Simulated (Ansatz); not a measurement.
Wurtzite BeO, treated with RPBE (Ansatz, an electronic-structure program, plane waves, PAW).

Settings: plane-wave cutoff 520 eV, 18×18×8 k mesh (along the axes of the cell as run), Fermi–Dirac smearing 0.01 eV, scalar-relativistic PAW data made under PBE.

Cell (measured lattice):

```xyz
4
Lattice="-1.3490 -2.3365 0.0000 -1.3490 2.3365 0.0000 0.0000 0.0000 4.3800" Properties=species:S:1:pos:R:3 pbc="T T T"
Be    -1.3490    -0.7788     2.1900
Be    -1.3490     0.7788     0.0000
O     -1.3490    -0.7788     3.8456
O     -1.3490     0.7788     1.6556
```

**Question.** Estimate the band gap and width of the whole s-p valence band that the calculation returns.

**Answer.** 
band gap: 7.70 eV (direct)
width of the whole s-p valence band: 18.78 eV

Measured, for comparison: band gap 11.29 eV (zero-point renormalisation of 699 meV (computed, non-adiabatic AHC, without the lattice-expansion part) added back here; inputs from Miglio et al. (2020), arXiv:2011.12765). Computed (rounded) less measured: band gap -3.59 eV.

Note: cell and atoms aren't relaxed at this level (pressure 8.5 GPa).

Computed values are for the static lattice.
